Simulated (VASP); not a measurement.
# TePb (Fm-3m) in VASP: notebook, part 2 of 2

VASP 6.6.1. Earlier steps stand in the parts before.

## 3. Single point, PBE

Input file INCAR:

```
SYSTEM = TePb
ADDGRID = .False.
ALGO = Normal
EDIFF = 1E-7
ENCUT = 280
GGA = PE
ISIF = 2
ISMEAR = 0
LASPH = .True.
LCHARG = .False.
LREAL = .False.
LWAVE = .False.
NELM = 100
PREC = Accurate
SIGMA = 0.05
```

Input file KPOINTS:

```
k-points
0
Gamma
  3 3 3
  0 0 0
```

Input file POSCAR:

```
TePb
1.0
    0.0000000000      3.2310000000      3.2310000000
    3.2310000000      0.0000000000      3.2310000000
    3.2310000000      3.2310000000      0.0000000000
Pb Te
1 1
Direct
   -0.0068530000      0.0005720000     -0.0056850000
    0.5279490000      0.4690950000      0.5208160000
```

Potentials or basis: VASP PAW PBE potentials, release 64 (Pb_d, Te).

On the command line:

```
$ cat potpaw_PBE.64/Pb_d/POTCAR potpaw_PBE.64/Te/POTCAR > POTCAR
$ mpirun -np 1 vasp_std > vasp.out
```

OUTCAR:

```text
SYSTEM = TePb
   EDIFF = 1E-7
   ENCUT = 280
   GGA = PE
   ISIF = 2
   ISMEAR = 0
   LASPH = .True.
   LREAL = .False.
   NELM = 100
   PREC = Accurate

 Found     14 irreducible k-points:

 Following reciprocal coordinates:
            Coordinates               Weight
  0.000000  0.000000  0.000000      1.000000
  0.333333  0.000000  0.000000      2.000000
  0.000000  0.333333  0.000000      2.000000
  0.000000  0.000000  0.333333      2.000000
  0.333333  0.333333  0.333333      2.000000
  0.333333  0.333333  0.000000      2.000000
   k-points           NKPTS =     14   k-points in BZ     NKDIM =     14   number of bands    NBANDS=     14
   number of dos      NEDOS =    301   number of ions     NIONS =      2
   total plane-waves  NPLWV =  21952
   dimension x,y,z NGX =    28 NGY =   28 NGZ =   28
   dimension x,y,z NGXF=    56 NGYF=   56 NGZF=   56
   ions per type =               1   1
   NGX,Y,Z   is equivalent  to a cutoff of  10.19, 10.19, 10.19 a.u.
   NGXF,Y,Z  is equivalent  to a cutoff of  20.37, 20.37, 20.37 a.u.
 SYSTEM =  TePb
   PREC   = accura    normal or accurate (medium, high low for compatibility)
   ISTART =      0    job   : 0-new  1-cont  2-samecut
   ICHARG =      2    charge: 1-file 2-atom 10-const
   ISPIN  =      1    spin polarized calculation?
   LNONCOLLINEAR =      F non collinear calculations
   LSORBIT =      F    spin-orbit coupling
   LASPH  =      T    aspherical Exc in radial PAW
   ENCUT  =  280.0 eV  20.58 Ry    4.54 a.u.   6.23  6.23  6.23*2*pi/ulx,y,z
   NELM   =    100;   NELMIN=  2; NELMDL= -5     # of ELM steps
   EDIFF  = 0.1E-06   stopping-criterion for ELM
   LREAL  =      F    real-space projection
   EDIFFG = 0.1E-05   stopping-criterion for IOM
   NSW    =      0    number of steps for IOM
   IBRION =     -1    ionic relax: 0-MD 1-quasi-New 2-CG
   NFREE  =      0    steps in history (QN), initial steepest desc. (CG)
   ISIF   =      2    stress and relaxation
   ISYM   =      2    0-nonsym 1-usesym 2-fastsym
   POTIM  = 0.5000    time-step for ionic-motion
   TEBEG  =    0.0;   TEEND  =   0.0 temperature during run
   PSTRESS=    0.0 pullay stress
   NELECT =      20.0000    total number of electrons
   NUPDOWN=      -1.0000    fix difference up-down
   EMIN   =  10.00;   EMAX   =-10.00  energy-range for DOS
   EFERMI =   0.00;   METHOD = LEGACY
   ISMEAR =     0;   SIGMA  =   0.05  broadening in eV -4-tet -1-fermi 0-gaus
   EFERMI_NEDOS =   21; number of points for ismear=-14 and -15
   IALGO  =     38    algorithm
   IMIX   =      4    mixing-type and parameters
     AMIX     =   0.40;   BMIX     =  1.00
     AMIX_MAG =   1.60;   BMIX_MAG =  1.00
  volume/ion in A,a.u.               =      33.73       227.62
  Fermi-wavevector in a.u.,A,eV,Ry     =   1.091619  2.062861 16.213147  1.191633
  Thomas-Fermi vector in A             =   2.227868
   LORBIT       =      0    0 simple, 1 ext, 2 COOP (PROOUT), +10 PAW based schemes
   GGA     = PE    functional components
   LHFCALC =     F    Hartree Fock is set to
   AEXX    =    0.0000 exact exchange contribution
   IVDW    =     0    specifies the selected vdW correction
   LEPSILON=     F    determine dielectric tensor
   LRPA    =     F    only Hartree local field effects (RPA)
 non-spin polarized calculation
 Gauss-broadening in eV      SIGMA  =   0.05
  energy-cutoff  :      280.00
  volume of cell :       67.46
 maximum number of plane-waves:       745
 NGX is ok and might be reduce to    28
   NGX = 13   NGY = 13   NGZ = 13

 number of electron      19.9999999 magnetization

 Free energy of the ion-electron system (eV)
  ---------------------------------------------------
  ext. energy  EPLUGINS =         0.00000000
  ---------------------------------------------------
  free energy    TOTEN  =        -7.54165325 eV

  energy without entropy =       -7.54165325  energy(sigma->0) =       -7.54165325

 E-fermi :   5.5168     XC(G=0):  -9.2943

 val. band max:        5.2264736743   @ k =   0.0000   0.0000   0.3333
 cond. band min:       7.1020428517   @ k =   0.0000   0.0000   0.3333
 fundamental gap:      1.8755691774
 Fermi energy:         5.5167570214

 k-point     1 :       0.0000    0.0000    0.0000
  band No.  band energies     occupation
      1     -11.0412      2.00000
      2     -11.0386      2.00000
      3     -11.0302      2.00000
      4     -11.0264      2.00000
      5     -11.0264      2.00000
      6      -6.4392      2.00000
      7       0.0614      2.00000
      8       4.2031      2.00000
      9       4.2986      2.00000
     10       4.3002      2.00000
     11       9.5060      0.00000
     12       9.5088      0.00000
     13       9.7753      0.00000
     14      11.4257      0.00000

 k-point     2 :       0.3333    0.0000    0.0000
  band No.  band energies     occupation
      1     -11.0538      2.00000
      2     -11.0497      2.00000
      3     -11.0267      2.00000
      4     -11.0155      2.00000
      5     -11.0134      2.00000
      6      -5.5696      2.00000
      7      -2.0597      2.00000
      8       4.4373      2.00000
      9       4.5523      2.00000
     10       5.2133      2.00000
     11       7.1121      0.00000
     12       7.4738      0.00000
     13       7.6418      0.00000
     14      12.2021      0.00000

 k-point     3 :       0.0000    0.3333    0.0000
  band No.  band energies     occupation
      1     -11.0540      2.00000
      2     -11.0498      2.00000
      3     -11.0264      2.00000
      4     -11.0157      2.00000
      5     -11.0134      2.00000
      6      -5.5664      2.00000
      7      -2.0671      2.00000
      8       4.4385      2.00000
      9       4.5490      2.00000
     10       5.2190      2.00000
     11       7.1075      0.00000
     12       7.4820      0.00000
     13       7.6477      0.00000
     14      12.2027      0.00000

 k-point     4 :       0.0000    0.0000    0.3333
  band No.  band energies     occupation
      1     -11.0543      2.00000
      2     -11.0498      2.00000
      3     -11.0260      2.00000
      4     -11.0159      2.00000
      5     -11.0133      2.00000
      6      -5.5621      2.00000
      7      -2.0768      2.00000
      8       4.4424      2.00000
      9       4.5426      2.00000
     10       5.2265      2.00000
     11       7.1020      0.00000
     12       7.4926      0.00000
     13       7.6551      0.00000
     14      12.2035      0.00000

 k-point     5 :       0.3333    0.3333    0.3333
  band No.  band energies     occupation
      1     -11.0541      2.00000
      2     -11.0498      2.00000
      3     -11.0262      2.00000
      4     -11.0158      2.00000
      5     -11.0133      2.00000
      6      -5.5649      2.00000
      7      -2.0705      2.00000
      8       4.4396      2.00000
      9       4.5471      2.00000
     10       5.2217      2.00000
     11       7.1056      0.00000
     12       7.4857      0.00000
     13       7.6504      0.00000
     14      12.2029      0.00000

 k-point     6 :       0.3333    0.3333    0.0000
  band No.  band energies     occupation
      1     -11.0841      2.00000
      2     -11.0341      2.00000
      3     -11.0317      2.00000
      4     -11.0106      2.00000
      5     -11.0063      2.00000
      6      -5.3262      2.00000
      7      -1.5069      2.00000
      8       2.5909      2.00000
      9       3.1572      2.00000
     10       3.2395      2.00000
     11       8.9759      0.00000
     12       9.9068      0.00000
     13      10.6647      0.00000
     14      10.7987      0.00000

 [... further k-points ...]

------------------------ aborting loop because EDIFF is reached ----------------------------------------

  FORCE on cell =-STRESS in cart. coord.  units (eV):
  Direction    XX          YY          ZZ          XY          YZ          ZX
  --------------------------------------------------------------------------------------
  -------------------------------------------------------------------------------------
  Total        0.7112688      1.4881352      0.7084673     -0.0012841      0.0007839     -0.0000437
  in kB       16.8928723     35.3437077     16.8263347     -0.0304986      0.0186177     -0.0010372
  external PRESSURE =      23.0209716 kB  Pullay stress =       0.0000000 kB

 VOLUME and BASIS-vectors are now :
 -----------------------------------------------------------------------------
  energy-cutoff  :      280.00
  volume of cell :       67.46
      direct lattice vectors                 reciprocal lattice vectors
     0.000000000  3.231000000  3.231000000    -0.154750851  0.154750851  0.154750851
     3.231000000  0.000000000  3.231000000     0.154750851 -0.154750851  0.154750851
     3.231000000  3.231000000  0.000000000     0.154750851  0.154750851 -0.154750851

 POSITION                                       TOTAL-FORCE (eV/Angst)
 -----------------------------------------------------------------------------------
      3.21448      6.42149      3.21071        -0.003417      0.123156      0.002062
      3.19840      3.38856      3.22145         0.003417     -0.123156     -0.002062
 -----------------------------------------------------------------------------------
    total drift:                               -0.000282      0.000156     -0.000249

  FREE ENERGIE OF THE ION-ELECTRON SYSTEM (eV)
  ---------------------------------------------------
  free  energy   TOTEN  =        -7.5416532476 eV

  energy  without entropy=       -7.5416532476  energy(sigma->0) =       -7.54165325
```

OSZICAR:

```text
N       E                     dE             d eps       ncg     rms          rms(c)
DAV:   1     0.124134924540E+03    0.12413E+03   -0.67556E+03   406   0.883E+02
DAV:   2     0.964272954986E-01   -0.12404E+03   -0.12122E+03   440   0.283E+02
DAV:   3    -0.749807591958E+01   -0.75945E+01   -0.75797E+01   506   0.739E+01
DAV:   4    -0.764750942280E+01   -0.14943E+00   -0.14941E+00   498   0.131E+01
DAV:   5    -0.765077001500E+01   -0.32606E-02   -0.32606E-02   500   0.152E+00    0.423E+00
DAV:   6    -0.754303607350E+01    0.10773E+00   -0.26840E-01   538   0.377E+00    0.265E+00
DAV:   7    -0.754044009189E+01    0.25960E-02   -0.85841E-02   508   0.154E+00    0.956E-01
DAV:   8    -0.754140246324E+01   -0.96237E-03   -0.88396E-03   458   0.983E-01    0.223E-01
DAV:   9    -0.754160942047E+01   -0.20696E-03   -0.66698E-04   558   0.243E-01    0.391E-02
DAV:  10    -0.754164160622E+01   -0.32186E-04   -0.74715E-05   404   0.586E-02    0.218E-02
DAV:  11    -0.754165334892E+01   -0.11743E-04   -0.23844E-05   392   0.316E-02    0.112E-02
DAV:  12    -0.754165340344E+01   -0.54513E-07   -0.19281E-06   542   0.955E-03    0.563E-03
DAV:  13    -0.754165324095E+01    0.16248E-06   -0.25159E-07   392   0.279E-03    0.879E-04
DAV:  14    -0.754165324761E+01   -0.66532E-08   -0.29839E-08   292   0.212E-03
   1 F= -.75416532E+01 E0= -.75416532E+01  d E =-.740488E-17
```

stdout:

```text
POSCAR found type information on POSCAR PbTe
 POSCAR found :  2 types and       2 ions
 scaLAPACK will be used
 LDA part: xc-table for (Slater+PW92), standard interpolation
 POSCAR, INCAR and KPOINTS ok, starting setup
 FFT: planning ... GRIDC
 FFT: planning ... GRID_SOFT
 FFT: planning ... GRID
 WAVECAR not read
 entering main loop
```

Run time: 9.3 s. Hardware: 1 thread of Intel Xeon Platinum 8488C (Sapphire Rapids), shared host; peak memory 0.15 GiB.

These settings aren't checked as converged: the numbers below hold their error.

Results:

```yaml
Free_energy: -7.5417 eV
Pressure: 2.3 GPa
Largest_force: 0.123 eV/Å
Band_gap_on_the_k_mesh: 1.88 eV, direct
```

Caveat: the k mesh is coarse (spacing up to 0.56 Å⁻¹), so the values aren't converged; the cutoff is under 1.25 times the usual one of these potentials, so pressure, stress and relaxed cells hold a basis-set (Pulay) error; spin-orbit coupling is left out, which as a rule narrows the gap of such compounds by several tenths of an eV; an odd mesh through Γ misses points on the zone boundary, where band edges often lie.

## 4. Single point, PBE

Changes to INCAR since step 3:

```diff
@@ -4,3 +4,3 @@
 EDIFF = 1E-7
-ENCUT = 280
+ENCUT = 340
 GGA = PE
```

KPOINTS is that of step 3.

Input file POSCAR:

```
TePb
1.0
    0.0000000000      3.2310000000      3.2310000000
    3.2310000000      0.0000000000      3.2310000000
    3.2310000000      3.2310000000      0.0000000000
Pb Te
1 1
Direct
    0.0000000000      0.0000000000      0.0000000000
    0.5000000000      0.5000000000      0.5000000000
```

On the command line:

```
$ cat potpaw_PBE.64/Pb_d/POTCAR potpaw_PBE.64/Te/POTCAR > POTCAR
$ mpirun -np 1 vasp_std > vasp.out
```

Run time: 5.2 s. Hardware: 1 thread of Intel Xeon Platinum 8488C (Sapphire Rapids), shared host; peak memory 0.14 GiB.

These settings aren't checked as converged: the numbers below hold their error.

What came out:

- Free energy: -7.5471 eV
- Pressure: 1.8 GPa

Caveat: the k mesh is coarse (spacing up to 0.56 Å⁻¹), so the values aren't converged; this odd mesh misses L, where the gap lies, so gap, dielectric constants and Born charges aren't listed.

## 5. For comparison

An earlier run on the cell as given: functional PBEsol; potentials or basis VASP PAW PBE potentials, release 64 (Pb_d, Te); cutoff 520 eV; k mesh 7 × 7 × 7; occupations fermi-dirac, width 0.05 eV; no spin polarisation.

* Pressure: -0.4 GPa
